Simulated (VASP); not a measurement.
# GaN (F-43m) under biaxial strain in the (110) plane, part 2 of 2

Strain engineering needs slopes: what does biaxial strain in the (110) plane do to the lattice and the band edges of GaN?

VASP 6.6.1, plane waves and PAW; the level of theory is named at each step.

So far. Step 5 (Band edges, r2SCAN with spin-orbit coupling): The run ends at a pressure of 0.27 GPa, with forces up to 0.013 eV/Å.

## (6) The table

Runs beyond LDA use the data sets made with LDA; this shifts their levels slightly, and their total energies have another zero (at TB-mBJ, which has no energy functional, they mean nothing).

The other members went through these steps as far as the tables show, with the same cutoff and, step by step, the same mesh; 43 runs are not shown. The session took 19 core hours (wall time by ranks) on a shared machine.

```
in-plane strain (%)  strain along the normal (%)  mean of the two in-plane stresses, tension positive (GPa)  energy above the unstrained row (meV/atom)  gap on the mesh, LDA (eV)
             -2.000                        1.260                                                     -8.906                                      12.550                      2.003
             -1.500                        0.922                                                     -6.650                                       7.106                      1.996
             -1.000                        0.604                                                     -4.396                                       3.210                      1.982
             -0.500                        0.294                                                     -2.184                                       0.848                      1.963
                  0                        0.000                                                     -0.010                                       0.000                      1.940
              0.500                       -0.281                                                      2.120                                       0.649                      1.859
              1.000                       -0.548                                                      4.210                                       2.765                      1.776
              1.500                       -0.804                                                      6.245                                       6.322                      1.690
              2.000                       -1.052                                                      8.236                                      11.290                      1.603
```

Slopes at zero strain, from cubics through all rows: strain ratio -0.574, stress over strain 431 GPa.

Band edges at TB-mBJ with spin-orbit coupling, counted from the valence-band top at Γ, spin-orbit pairs averaged, with one row partly withheld:

```csv
in-plane strain (%),gap (eV),conduction band at Γ (eV),Δ or X valley along z (eV),Δ or X valley along x (eV),"lowest conduction level at L, [111] (eV)","lowest conduction level at L, [-111] (eV)",second valence level below the top (eV),third valence level below the top (eV)
-2.000,3.096,3.096,4.435,4.584,6.447,6.132,0.041,0.208
-1.500,3.090,3.090,4.497,4.598,6.387,6.158,0.028,0.153
-1.000,3.078,3.078,4.549,4.609,6.326,6.178,0.017,0.101
-0.500,3.062,3.062,4.592,4.619,6.263,6.192,0.009,0.051
0,3.039,3.039,4.626,4.626,6.199,6.199,0.000,0.005
0.500,2.967,2.967,4.606,4.586,6.088,6.154,0.042,0.049
1.000,?,?,4.579,4.544,5.977,6.104,0.084,0.095
1.500,2.811,2.811,4.546,4.502,5.866,6.050,0.126,0.140
2.000,2.730,2.730,4.509,4.461,5.757,5.992,0.167,0.184
```

Conduction masses, in electron masses:

```csv
in-plane strain (%),"conduction mass at Γ, along the strain axis or the normal of the plane","conduction mass at Γ, across the strain axis or in the plane"
-2.000,0.232,0.261
-1.500,0.232,0.254
-1.000,0.233,0.246
-0.500,0.236,0.242
0,0.235,0.235
0.500,0.235,0.228
1.000,0.237,0.224
1.500,0.236,0.218
2.000,0.235,0.212
```

Band edges at r2SCAN with spin-orbit coupling, counted from the valence-band top at Γ, spin-orbit pairs averaged:

| in-plane strain (%) | gap (eV) | conduction band at Γ (eV) | Δ or X valley along z (eV) | Δ or X valley along x (eV) | lowest conduction level at L, [111] (eV) | lowest conduction level at L, [-111] (eV) | second valence level below the top (eV) | third valence level below the top (eV) |
| --- | --- | --- | --- | --- | --- | --- | --- | --- |
| -2.000 | 2.393 | 2.393 | 3.555 | 3.729 | 5.650 | 5.287 | 0.051 | 0.233 |
| -1.500 | 2.386 | 2.386 | 3.628 | 3.746 | 5.583 | 5.322 | 0.035 | 0.171 |
| -1.000 | 2.384 | 2.384 | 3.708 | 3.778 | 5.530 | 5.362 | 0.022 | 0.113 |
| -0.500 | 2.349 | 2.349 | 3.735 | 3.766 | 5.443 | 5.362 | 0.011 | 0.057 |
| 0 | 2.322 | 2.323 | 3.774 | 3.774 | 5.372 | 5.372 | 0.000 | 0.009 |
| 0.500 | 2.242 | 2.242 | 3.754 | 3.730 | 5.251 | 5.326 | 0.045 | 0.056 |
| 1.000 | 2.157 | 2.158 | 3.728 | 3.687 | 5.130 | 5.275 | 0.091 | 0.106 |
| 1.500 | 2.070 | 2.070 | 3.694 | 3.643 | 5.010 | 5.218 | 0.137 | 0.156 |
| 2.000 | 1.974 | 1.975 | 3.647 | 3.591 | 4.885 | 5.150 | 0.183 | 0.205 |

Conduction masses, in electron masses:

```csv
in-plane strain (%),"conduction mass at Γ, along the strain axis or the normal of the plane","conduction mass at Γ, across the strain axis or in the plane"
-2.000,0.182,0.205
-1.500,0.182,0.199
-1.000,0.183,0.194
-0.500,0.182,0.187
0,0.181,0.181
0.500,0.180,0.175
1.000,0.179,0.170
1.500,0.176,0.164
2.000,0.175,0.159
```

## (7) Working out the slope

The quantity to fit is the conduction level at Γ above the mean of the three top valence levels at TB-mBJ with spin-orbit coupling: 3.179, 3.150, 3.117, 3.081, 3.041, 2.997, 2.900, 2.847 eV in the rows shown.

A least-squares parabola through the 8 rows shown, with e the strain in %: E = − 0.006938 e² − 0.08323 e + 3.041 (eV), r.m.s. residual 3.6e-4 eV.

For the withheld row, e = 1, the fit gives 2.9508 eV.

## (8) Prediction against calculation

The calculation gives 2.9501 eV, so the prediction is 0.0007 eV too high, within twice the residual of the fit.

## (9) Summary of results

```yaml
ratio_of_normal_to_in_plane_strain: -0.574
biaxial_modulus: 431 GPa
gap_of_the_unstrained_cell_tb_mbj_with_spin_orbit_coupling: 3.04 eV
gap_of_the_unstrained_cell_r2scan_with_spin_orbit_coupling: 2.32 eV
slope_at_zero_strain_of_the_conduction_level_at_gamma_above_the_mean_of_the_three_top_valence_levels_tb_mbj_with_spin_orbit_coupling: -83 meV per %
error_of_the_predicted_row: 0.7 meV
```

**Reading.** As a check, the curvature of the energy gives 431 GPa for the same modulus (energy per volume = M × strain²), 0 % from the slope of the stress. The energy also has a linear term worth 0.14 GPa that the stress column lacks, a mark of the finite basis. At TB-mBJ with spin-orbit coupling the lowest conduction valley is Γ throughout, and the gap runs between 2.73 and 3.10 eV. At r2SCAN with spin-orbit coupling the lowest conduction valley is Γ throughout, and the gap runs between 1.97 and 2.39 eV. Hole masses are left out throughout, since the top bands are degenerate or cross in many series; of conduction masses, those of the Γ, L and (for Si and Ge under (001) strain) Δ valleys are kept where they change by under an eighth between rows. TB-mBJ is a potential fitted for gaps; it has no energy functional, so its total energies and forces mean nothing, and its bands tend to come out too narrow. r2SCAN opens gaps somewhat over GGA but leaves them below measured values as a rule. Δ or X levels are the lowest on their line, refined by a parabola unless they lie at X; the gap is read from all points sampled and can differ from the lowest valley by some meV, or by tens of meV where strain moves the valence top off Γ. Temperature, zero-point motion and excitons are left out.

[Lines on the potential files, build, host, timing and source positions are cut from VASP's logs without a mark.]

[Logs are printed without paths, hosts, clocks, repeated set-up lines and the standing remarks that a program may print on its own settings, such as how far it seeks lower states.]

[Hosts, paths, dates, database ids (printed as entryN), source tags and the programs' standing remarks are cut or masked in the printed files.]

[In band tables of VASP the shares of atoms and orbitals are scaled to a sum of 1 inside the atoms' spheres.]
